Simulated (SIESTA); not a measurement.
Co:

```
Co
1.0
     2.47200    0.00000    0.00000
    -1.23600    2.14081    0.00000
     0.00000    0.00000    4.02114
Co
2
Cartesian
  1.2360 0.7136 3.0159
  0.0000 1.4272 1.0053
```

Base run:

- Program: SIESTA 5.4.2
- Functional: PBEsol
- Potentials or basis: PseudoDojo 0.4 standard (PBEsol files)
- Basis: SZ (energy shift 0.003 Ry)
- Grid cutoff: 800 Ry
- Energy shift: 0.003 Ry
- k mesh: 12 × 12 × 7
- Occupations: fermi-dirac, width 0.05 eV
- Spin: collinear spin, ferromagnetic start
- Starting moments: [2.0, 2.0] μB

Its results: band gap on the k mesh none (metal or under the smearing width); pressure 19.3 GPa; net moment 2.96 μB per cell; site moments Co +1.48 μB.

Q: The run is repeated on the same cell with these changes: basis from SZ (energy shift 0.003 Ry) to DZP (energy shift 0.003 Ry; two zetas on semicore shells). What comes out?

A: Band gap on the k mesh none (metal or under the smearing width); pressure -5.2 GPa; net moment 3.19 μB per cell; site moments Co +1.60 μB.

Caveats: short orbitals over semicore shells can move pressures by several GPa; the basis of atomic orbitals isn't converged, which shifts pressures, moduli and gaps; the basis has no polarisation orbitals (some runs).
